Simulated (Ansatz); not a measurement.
Input and command of a calculation in Ansatz (plane waves; scalar-relativistic PAW potentials unless the input names others):

```yaml
crystal:
  lattice:
    - [1.6043614, 0.0, 0.0]
    - [-0.8021807, 1.38941773, 0.0]
    - [0.0, 0.0, 1.70618811]
  atoms:
    - { symbol: Ti, position: [0.0, 0.0, 0.0] }
    - { symbol: B, position: [0.3032956612, 0.6446775645, 0.4820933881] }
    - { symbol: B, position: [0.6366289945, 0.3113442312, 0.4820933881] }
basis:
  ecutwfc: 420
kpoints:
  mp_grid: { grid: [18, 18, 14] }
hamiltonian:
  xc: pbe
scf:
  occupations: { method: gaussian, width: 0.15 }
  max_iter: 100
output:
  forces: true
  eigenvalues: true
  stress: true
```

```bash
ansatz run input.yaml --threads 1 --pin off --max-ram 2560MiB --backend cpu --events-out ev --progress --plain --runs-dir out
```

Abridged log:
```
Pseudopotentials: kind: paw
Pseudopotential: Ti, paw, valence charge 12, recommended cutoff 420 eV (normal)
Pseudopotential: B, paw, valence charge 3, recommended cutoff 420 eV (normal)
Functional definition: PBE
Crystal: 3 atoms, lattice volume = 3.803 Å³
Basis set: ecut = 420 eV, 71 PW (Γ), exchange–correlation on 24×24×24 points (8 copies of the dense FFT grid, shifted against one another)
Bands: 13, of which v1, the nominal top of the filled ones, is band 9 counted from 1 (8 counted from 0)
Symmetry: 1 space group operations
Space group: P1 (ITA 1), of the structure as read, at distance tolerance 1.6e-5 Å
k-points: 2272 of 4536 (time reversal used)
Initial density: superposition of atomic densities (neutral atoms: chi_scale 0, normalization atom), corrected by the library's trained network
Initial wavefunctions: pseudopotential atomic-orbital guess
Functional: x = pbe(κ = 0.804, μ = 0.21951497), c = pbe(β = 0.06672455)
SCF iter   1: F=—  HF=-2688.804566 eV  |F-HF|=—  |Δ(HF+E_count)|=         —  Δρ=2.75e0  dr2=1.38e2  ethr=1.77e-3  ⟨swp⟩=6.8  Hψ=203896  notcnv=0  defer=2
SCF iter   2: F=—  HF=-2621.698221 eV  |F-HF|=—  |Δ(HF+E_count)|=    6.71e1  Δρ=1.03e0  dr2=1.34e1  ethr=1.77e-3  ⟨swp⟩=6.3  Hψ=151493  notcnv=0  defer=314
SCF iter   3: F=—  HF=-2615.031360 eV  |F-HF|=—  |Δ(HF+E_count)|=    6.67e0  Δρ=3.74e-1  dr2=1.36e0  ethr=1.77e-3  ⟨swp⟩=5.0  Hψ=103374  notcnv=0  defer=482
SCF iter   4: F=—  HF=-2614.155121 eV  |F-HF|=—  |Δ(HF+E_count)|=   8.76e-1  Δρ=4.58e-2  dr2=2.63e-2  ethr=1.77e-3  ⟨swp⟩=3.4  Hψ=79897  notcnv=0  defer=443
SCF iter   5: F=—  HF=-2614.145254 eV  |F-HF|=—  |Δ(HF+E_count)|=   9.87e-3  Δρ=8.60e-3  dr2=1.24e-3  ethr=1.46e-4  ⟨swp⟩=2.9  Hψ=67171  notcnv=0  defer=437
SCF iter   6: F=—  HF=-2614.144600 eV  |F-HF|=—  |Δ(HF+E_count)|=   6.54e-4  Δρ=1.05e-3  dr2=1.94e-5  ethr=6.87e-6  ⟨swp⟩=2.8  Hψ=53076  notcnv=0  defer=425
SCF iter   7: F=—  HF=-2614.144603 eV  |F-HF|=—  |Δ(HF+E_count)|=   2.77e-6  Δρ=3.44e-4  dr2=2.06e-6  ethr=1.08e-7  ⟨swp⟩=3.4  Hψ=59641  notcnv=0  defer=424
SCF iter   8: F=—  HF=-2614.144602 eV  |F-HF|=—  |Δ(HF+E_count)|=   8.63e-7  Δρ=7.98e-5  dr2=1.08e-7  ethr=1.14e-8  ⟨swp⟩=2.7  Hψ=50483  notcnv=0  defer=423
SCF iter   9: F=-2614.144602 eV  HF=-2614.144602 eV  |F-HF|=3.33e-9  |Δ(HF+E_count)|=   4.55e-8  Δρ=1.41e-5  dr2=3.53e-9  ethr=5.56e-10  ⟨swp⟩=10.2  Hψ=228829  notcnv=0
SCF 1 converged in 9 iterations: F = -2614.144602 eV  dr2 = 3.53e-9
  Residual-converged pass: ⟨swp⟩=1.0  Hψ=38637  notcnv=0  max |occ|·‖R‖ = 4.7e-6 eV (tolerance 6.7e-6 eV) dr2=3.53e-9  dr2_onsite=1.82e-9  max |Δocc| = 2.8e-7
SCF converged after 9 iterations
Free energy (F): -2614.144602 eV
Harris-Foulkes:  -2614.144602 eV  (|F-HF|=3.33e-9)
Internal energy: -2614.137390 eV  (E = F + TS)
E sigma→0 (E₀):  -2614.140996 eV
Entropy (-TS):   -0.007211 eV (-2.404 meV/atom)
Fermi energy:    93.796242 eV
--- Forces (eV/Å), atoms counted from 1 ---
  atom   1  Ti    -3.13154248    -3.11748033   -10.14790762
  atom   2  B      0.75110396     1.59775016     5.07928826
  atom   3  B      2.38041221     1.51971180     5.06870095
--- Stress (GPa, compression-positive) ---
    12901.243836      34.424068      22.933191
       34.424066   12902.973560      23.085922
       22.933210      23.085940   10976.507544
  P = ⅓ Tr σ = 12260.2416 GPa (122602.416 kbar)
```

The run was meant for a cell not far from equilibrium. What should be changed?

The fault is a lattice far too small (lattice vectors times 0.529). Setting it back cures it. The run converged all the same, with an energy at zero smearing 66.8 eV/atom above the reference's, pressure 12260.24 GPa, largest force 11.068 eV/Å, no gap on the mesh, so convergence alone doesn't show that an input is right. A reference run of the cell with lattice vectors 3.0318 0.0000 0.0000; -1.5159 2.6256 0.0000; 0.0000 0.0000 3.2242 Å and the atoms in their places converged with pressure 1.10 GPa, largest force 1.437 eV/Å, no gap on the mesh.

The run took 75 s on 1 thread of Arm Neoverse N1, on a shared host, peak memory 0.59 GiB.